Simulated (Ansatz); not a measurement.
# Structures of CdI: which is lowest?

Plane-wave DFT in Ansatz with scalar-relativistic PAW potentials, cutoff 420 eV, Γ-centred meshes chosen by cell and gap, Gaussian smearing with energies taken to zero width. Every cell was relaxed (cell and atoms) in a run of its own, within the symmetry of its start. Functional: PBE.

Relaxed structures (starts from databases or built by putting these elements on another compound's sites):
A. F-43m, 2 atoms in the computed cell, a = 7.327 Å; sites (symmetry × multiplicity) Cd -43m × 4, I -43m × 4; start: built
B. Pm-3m, 2 atoms in the computed cell, a = 3.972 Å; sites (symmetry × multiplicity) Cd m-3m × 1, I m-3m × 1; start: built
C. Fm-3m, 2 atoms in the computed cell, a = 6.550 Å; sites (symmetry × multiplicity) Cd m-3m × 4, I m-3m × 4; start: built
D. P6_3mc, 4 atoms in the computed cell, a = 4.514 Å, c = 9.767 Å; sites (symmetry × multiplicity) Cd 3m. × 2, I 3m. × 2; start: built

**Question.** Rank them by energy. Could pressure change the order?

**Answer.**
```csv
structure,group,E − E(lowest) (meV/atom),V (Å³/atom),gap on mesh (eV)
C,Fm-3m,0.0,35.12,0.00
D,P6_3mc,85,43.09,0.00
B,Pm-3m,106,31.33,0.00
A,F-43m,109,49.17,0.00
```

C is lowest, 85 meV/atom under D. B is denser by 3.80 Å³/atom, so pressure favours it: ΔE/ΔV, with ΔE in eV and 1 eV/Å³ = 160.2 GPa, gives about 4.5 GPa for equal enthalpy if both cells were rigid, a rough figure since the two compress differently. Other structures may lie lower than all of these, and vibrations aren't counted.

Spin-orbit coupling is left out, which matters for the bands of heavy elements. Spin polarisation was left out, and a magnetic state may lie lower.